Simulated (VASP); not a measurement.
# C (Fd-3m) in VASP: elastic constants with PBE

Aim: the elastic constants of C with PBE.

All numbers are computed with VASP 6.6.1; they aren't measurements. Logs are shortened: lines on timing, memory, paths and dates and some standing lists are left out, and cuts for length are marked.

## 1. Starting point

It takes space group Fd-3m (No. 227, cubic). The conventional cell has a = 3.567 Å, b = 3.567 Å, c = 3.567 Å, α = 90.00°, β = 90.00°, γ = 90.00°. Around C (site symmetry -43m) lie 4 C at 1.54 Å.

This isn't the form of C at room conditions, which is graphite.

## 2. Elastic constants, PBE

Input file POSCAR:

```
C
1.0
    0.0000000000      1.7834000000      1.7834000000
    1.7834000000      0.0000000000      1.7834000000
    1.7834000000      1.7834000000      0.0000000000
C
2
Direct
    0.5000000000      0.5000000000      0.5000000000
    0.7500000000      0.7500000000      0.7500000000
```

Input file INCAR.step1:

```
SYSTEM = C
PREC = Accurate
ENCUT = 600
EDIFF = 1E-8
ISMEAR = 0
SIGMA = 0.02
LREAL = .FALSE.
LASPH = .TRUE.
NELM = 80
ALGO = Normal
ISIF = 3
LWAVE = .FALSE.
LCHARG = .FALSE.
GGA = PE
IBRION = 2
NSW = 40
EDIFFG = -0.002
```

Input file INCAR.step2:

```
SYSTEM = C
PREC = Accurate
ENCUT = 600
EDIFF = 1E-8
ISMEAR = 0
SIGMA = 0.02
LREAL = .FALSE.
LASPH = .TRUE.
NELM = 80
ALGO = Normal
ISIF = 3
LWAVE = .FALSE.
LCHARG = .FALSE.
GGA = PE
IBRION = 6
NFREE = 2
POTIM = 0.015
NSW = 1
```

Input file KPOINTS:

```
Automatic mesh
0
G
  12 12 12
  0 0 0
```

Potentials or basis: VASP PAW PBE potentials, release 64 (C).

Launch:

```sh
$ cat potpaw_PBE.64/C/POTCAR > POTCAR
$ cp INCAR.step1 INCAR
$ mpirun -np 1 vasp_std > vasp.out
$ cp CONTCAR POSCAR
$ cp INCAR.step2 INCAR
$ mpirun -np 1 vasp_std > vasp.out
```

OUTCAR:

```text
SYSTEM = C
   PREC = Accurate
   ENCUT = 600
   EDIFF = 1E-8
   ISMEAR = 0
   LREAL = .FALSE.
   LASPH = .TRUE.
   NELM = 80
   ISIF = 3
   GGA = PE
   IBRION = 6
   NFREE = 2
   POTIM = 0.015
   NSW = 1

 ion  position               nearest neighbor table
   1  0.500  0.500  0.500-   2 1.55   2 1.55   2 1.55   2 1.55
   2  0.750  0.750  0.750-   1 1.55   1 1.55   1 1.55   1 1.55

  LATTYP: Found a face centered cubic cell.
 ALAT       =     3.5715730905

  Lattice vectors:

 A1 = (   0.0000000000,   1.7857865452,   1.7857865452)
 A2 = (   1.7857865452,   0.0000000000,   1.7857865452)
 A3 = (   1.7857865452,   1.7857865452,   0.0000000000)

Analysis of symmetry for initial positions (statically):
=====================================================================
 Subroutine PRICEL returns:
 Original cell was already a primitive cell.

 Routine SETGRP: Setting up the symmetry group for a
 face centered cubic supercell.

 Subroutine GETGRP returns: Found 48 space group operations
 (whereof 24 operations were pure point group operations)
 out of a pool of 48 trial point group operations.

The static configuration has the point symmetry T_d .
 The point group associated with its full space group is O_h .

Analysis of symmetry for dynamics (positions and initial velocities):
=====================================================================
 Subroutine PRICEL returns:
 Original cell was already a primitive cell.

 Routine SETGRP: Setting up the symmetry group for a
 face centered cubic supercell.

 Subroutine GETGRP returns: Found 48 space group operations
 (whereof 24 operations were pure point group operations)
 out of a pool of 48 trial point group operations.

The dynamic configuration has the point symmetry T_d .
 The point group associated with its full space group is O_h .

 Subroutine INISYM returns: Found 48 space group operations
 (whereof 24 operations are pure point group operations),
 and found     1 'primitive' translations

----------------------------------------------------------------------------------------

                                     Primitive cell

  volume of cell :      11.3899

  direct lattice vectors                    reciprocal lattice vectors
     0.000000000  1.785786545  1.785786545    -0.279988670  0.279988670  0.279988670
     1.785786545  0.000000000  1.785786545     0.279988670 -0.279988670  0.279988670
     1.785786545  1.785786545  0.000000000     0.279988670  0.279988670 -0.279988670

  length of vectors
     2.525483552  2.525483552  2.525483552     0.484954602  0.484954602  0.484954602

  position of ions in fractional coordinates (direct lattice)
     0.500000000  0.500000000  0.500000000
     0.750000000  0.750000000  0.750000000

  ion indices of the primitive-cell ions
   primitive index   ion index
                 1           1
                 2           2

----------------------------------------------------------------------------------------

 KPOINTS: Automatic mesh

Automatic generation of k-mesh.
 Grid dimensions read from file:
 generate k-points for:   12   12   12

 Generating k-lattice:

  Cartesian coordinates                     Fractional coordinates (reciprocal lattice)
    -0.023332389  0.023332389  0.023332389     0.083333333  0.000000000  0.000000000
     0.023332389 -0.023332389  0.023332389     0.000000000  0.083333333  0.000000000
     0.023332389  0.023332389 -0.023332389     0.000000000  0.000000000  0.083333333

  Length of vectors
     0.040412884  0.040412884  0.040412884

  Shift w.r.t. Gamma in fractional coordinates (k-lattice)
     0.000000000  0.000000000  0.000000000

 Subroutine IBZKPT returns following result:
 ===========================================

 Found     72 irreducible k-points:

 Following reciprocal coordinates:
            Coordinates               Weight
  0.000000  0.000000  0.000000      1.000000
  0.083333  0.000000  0.000000      8.000000
  0.166667  0.000000  0.000000      8.000000
  0.250000  0.000000  0.000000      8.000000
  0.333333  0.000000  0.000000      8.000000
[... 43 lines left out ...]
   NFREE  =      2    steps in history (QN), initial steepest desc. (CG)
   ISIF   =      3    stress and relaxation
   ISYM   =      2    0-nonsym 1-usesym 2-fastsym
   POTIM  = 0.0150    time-step for ionic-motion
   TEBEG  =    0.0;   TEEND  =   0.0 temperature during run
   PSTRESS=    0.0 pullay stress
   NELECT =       8.0000    total number of electrons
   NUPDOWN=      -1.0000    fix difference up-down
   EMIN   =  10.00;   EMAX   =-10.00  energy-range for DOS
   EFERMI =   0.00;   METHOD = LEGACY
   ISMEAR =     0;   SIGMA  =   0.02  broadening in eV -4-tet -1-fermi 0-gaus
   EFERMI_NEDOS =   21; number of points for ismear=-14 and -15
   IALGO  =     38    algorithm
   IMIX   =      4    mixing-type and parameters
     AMIX     =   0.40;   BMIX     =  1.00
     AMIX_MAG =   1.60;   BMIX_MAG =  1.00
  volume/ion in A,a.u.               =       5.69        38.43
  Fermi-wavevector in a.u.,A,eV,Ry     =   1.455231  2.749988 28.813022  2.117697
  Thomas-Fermi vector in A             =   2.572290
   LORBIT       =      0    0 simple, 1 ext, 2 COOP (PROOUT), +10 PAW based schemes
   GGA     = PE    functional components
   LHFCALC =     F    Hartree Fock is set to
   AEXX    =    0.0000 exact exchange contribution
   IVDW    =     0    specifies the selected vdW correction
   LEPSILON=     F    determine dielectric tensor
   LRPA    =     F    only Hartree local field effects (RPA)
 finite differences with symmetry
 non-spin polarized calculation
 Gauss-broadening in eV      SIGMA  =   0.02
  energy-cutoff  :      600.00
  volume of cell :       11.39
 maximum number of plane-waves:       392
   NGX =  9   NGY =  9   NGZ =  9

--------------------------------------- Ionic step        1  -------------------------------------------

 number of electron       7.9999999 magnetization

 Free energy of the ion-electron system (eV)
  ---------------------------------------------------
  ext. energy  EPLUGINS =         0.00000000
  ---------------------------------------------------
  free energy    TOTEN  =       -18.19049245 eV

  energy without entropy =      -18.19049245  energy(sigma->0) =      -18.19049245

------------------------ aborting loop because EDIFF is reached ----------------------------------------

  FORCE on cell =-STRESS in cart. coord.  units (eV):
  Direction    XX          YY          ZZ          XY          YZ          ZX
  --------------------------------------------------------------------------------------
  -------------------------------------------------------------------------------------
  Total       -0.0000769     -0.0000769     -0.0000769     -0.0000000      0.0000000      0.0000000
  in kB       -0.0108116     -0.0108116     -0.0108116     -0.0000000      0.0000000      0.0000000
  external PRESSURE =      -0.0108116 kB  Pullay stress =       0.0000000 kB
[... 89 lines left out ...]
  FREE ENERGIE OF THE ION-ELECTRON SYSTEM (eV)
  ---------------------------------------------------
  free  energy   TOTEN  =       -18.1819928355 eV

  energy  without entropy=      -18.1819928355  energy(sigma->0) =      -18.18199284

[... ionic steps 4 to 12 ...]

--------------------------------------- Ionic step       13  -------------------------------------------

 number of electron       7.9999999 magnetization

 E-fermi :   9.8593     XC(G=0): -13.2303

 val. band max:        9.6728224554   @ k =   0.0000   0.0000   0.0000
 cond. band min:      13.7981006676   @ k =   0.3333   0.0000   0.3333
 fundamental gap:      4.1252782121
 Fermi energy:         9.8593389619

 k-point     1 :       0.0000    0.0000    0.0000
  band No.  band energies     occupation
      1     -11.7529      2.00000
      2       9.6659      2.00000
      3       9.6688      2.00000
      4       9.6728      2.00000
      5      15.0231      0.00000
      6      15.2356      0.00000
      7      15.4769      0.00000
      8      22.9245      0.00000
[... 324 lines left out ...]
--------------------------------------- Ionic step       15  -------------------------------------------

 number of electron       7.9999999 magnetization

 Free energy of the ion-electron system (eV)
  ---------------------------------------------------
  ext. energy  EPLUGINS =         0.00000000
  ---------------------------------------------------
  free energy    TOTEN  =       -18.18633588 eV

  energy without entropy =      -18.18633588  energy(sigma->0) =      -18.18633588

 E-fermi :  10.0749     XC(G=0): -13.2304

 val. band max:        9.8990916148   @ k =   0.0000   0.0000   0.0000
 cond. band min:      13.8094805474   @ k =   0.3333   0.3333   0.0000
 fundamental gap:      3.9103889326
 Fermi energy:        10.0748504386

 k-point     1 :       0.0000    0.0000    0.0000
  band No.  band energies     occupation
      1     -11.7525      2.00000
      2       9.4404      2.00000
      3       9.6729      2.00000
      4       9.8991      2.00000
      5      15.0472      0.00000
      6      15.2447      0.00000
      7      15.4532      0.00000
      8      22.9072      0.00000
[... 282 lines left out ...]
  FREE ENERGIE OF THE ION-ELECTRON SYSTEM (eV)
  ---------------------------------------------------
  free  energy   TOTEN  =       -18.1863358772 eV

  energy  without entropy=      -18.1863358772  energy(sigma->0) =      -18.18633588

 INTERNAL STRAIN TENSORS FROM STRAINED CELLS
 ============================================

 INTERNAL STRAIN TENSOR FOR ION    1 for displacements in x,y,z  (eV/Angst):
          X           Y           Z          XY          YZ          ZX
  --------------------------------------------------------------------------------
  x    -0.00000     0.00000     0.00000     0.00000     2.90250     0.00000
  y    -0.00000    -0.00000     0.00000     0.00000     0.00000     2.90213
  z    -0.00000    -0.00000    -0.00000     2.90281     0.00000     0.00000

 INTERNAL STRAIN TENSORS FROM DISPLACED ATOMS
 ============================================

 INTERNAL STRAIN TENSOR FOR ION    1 for displacements in x,y,z  (eV/Angst):
          X           Y           Z          XY          YZ          ZX
  --------------------------------------------------------------------------------
  x     0.00000     0.00000     0.00000     0.00000     2.89955     0.00000
  y     0.00000     0.00000     0.00000     0.00000     0.00000     2.89955
  z     0.00000     0.00000     0.00000     2.89955     0.00000     0.00000

 INTERNAL STRAIN TENSOR FOR ION    2 for displacements in x,y,z  (eV/Angst):
          X           Y           Z          XY          YZ          ZX
  --------------------------------------------------------------------------------
  x     0.00000    -0.00000    -0.00000     0.00000    -2.89955     0.00000
  y    -0.00000     0.00000    -0.00000     0.00000     0.00000    -2.89955
  z    -0.00000    -0.00000     0.00000    -2.89955     0.00000     0.00000

 Eigenvectors and eigenvalues of the dynamical matrix
 ----------------------------------------------------

   1 f  =   38.771757 THz   243.610131 2PiTHz 1293.286591 cm-1   160.347029 meV
             X         Y         Z           dx          dy          dz
      1.785787  1.785787  1.785787     0.000000   -0.707107    0.000000
      2.678680  2.678680  2.678680     0.000000    0.707107    0.000000
[... 21 lines left out ...]
   6 f  =    0.000000 THz     0.000000 2PiTHz    0.000000 cm-1     0.000000 meV
             X         Y         Z           dx          dy          dz
      1.785787  1.785787  1.785787     0.000000    0.000000    0.707107
      2.678680  2.678680  2.678680     0.000000    0.000000    0.707107

--------------------------------------------------------------------------------------------------------

 ELASTIC MODULI CONTR FROM IONIC RELAXATION (kBar)
 Direction    XX          YY          ZZ          XY          YZ          ZX
 --------------------------------------------------------------------------------
 XX          -0.0000     -0.0000     -0.0000     -0.0000      0.0000     -0.0000
 YY          -0.0000     -0.0000     -0.0000     -0.0000     -0.0000      0.0000
 ZZ          -0.0000     -0.0000     -0.0000      0.0000     -0.0000     -0.0000
 XY          -0.0000     -0.0000      0.0000    -32.0165      0.0000      0.0000
 YZ           0.0000     -0.0000     -0.0000      0.0000    -32.0165      0.0000
 ZX          -0.0000      0.0000     -0.0000      0.0000      0.0000    -32.0165
 --------------------------------------------------------------------------------

 TOTAL ELASTIC MODULI (kBar)
 Direction    XX          YY          ZZ          XY          YZ          ZX
 --------------------------------------------------------------------------------
 XX       10494.9231   1242.7264   1242.7264     -0.0000     -0.0000     -0.0000
 YY        1242.7264  10494.9231   1242.7264      0.0000     -0.0000      0.0000
 ZZ        1242.7264   1242.7264  10494.9231      0.0000     -0.0000      0.0000
 XY          -0.0000      0.0000      0.0000   5594.9444      0.0000      0.0000
 YZ          -0.0000     -0.0000     -0.0000      0.0000   5594.9444      0.0000
 ZX          -0.0000      0.0000      0.0000      0.0000      0.0000   5594.9444
 --------------------------------------------------------------------------------
```

It took 3.4 min on 1 thread of Intel Xeon Platinum 8259CL at 2.50GHz (Skylake/Cascade Lake), shared host; peak memory 0.19 GiB.

Results:

* Relaxed volume: 5.69 Å³/atom
* Relaxed cell: a = 2.525 Å, b = 2.525 Å, c = 2.525 Å, α = 60.00°, β = 60.00°, γ = 60.00°
* Space group after relaxing (to 0.05 Å): Fd-3m (No. 227)
* Elastic constants C11, C12, C44: 1049, 124, 559 GPa
* Voigt bulk modulus: 433 GPa
* Highest phonon frequency at Γ: 1293 cm⁻¹

Step by step:
| step | energy change (eV) | largest force (eV/Å) | pressure (GPa) | volume (Å³) |
| --- | --- | --- | --- | --- |
| 1 | 0.0000 | 0.0000 | 1.76 | 11.34 |
| 2 | 0.0001 | 0.0000 | -2.12 | 11.45 |
| 3 | -0.0002 | 0.0000 | 0.01 | 11.39 |

Final structure:
```
C
1.0
     0.00000    1.78579    1.78579
     1.78579    0.00000    1.78579
     1.78579    1.78579    0.00000
C
2
Direct
  0.50000 0.50000 0.50000
  0.75000 0.75000 0.75000
```

Phonon frequencies in cm⁻¹ (negative: imaginary):
```
              q point           frequencies
(0.000, 0.000, 0.000)  0 0 0 1293 1293 1293
```

Elastic tensor in Voigt notation (GPa, in the Cartesian axes of the cell as first typed):
```
1049  124  124    0    0    0
 124 1049  124    0    0    0
 124  124 1049    0    0    0
   0    0    0  559    0    0
   0    0    0    0  559    0
   0    0    0    0    0  559
```

Clamped-ion elastic tensor (GPa):
```
1049  124  124    0    0    0
 124 1049  124    0    0    0
 124  124 1049    0    0    0
   0    0    0  563    0    0
   0    0    0    0  563    0
   0    0    0    0    0  563
```
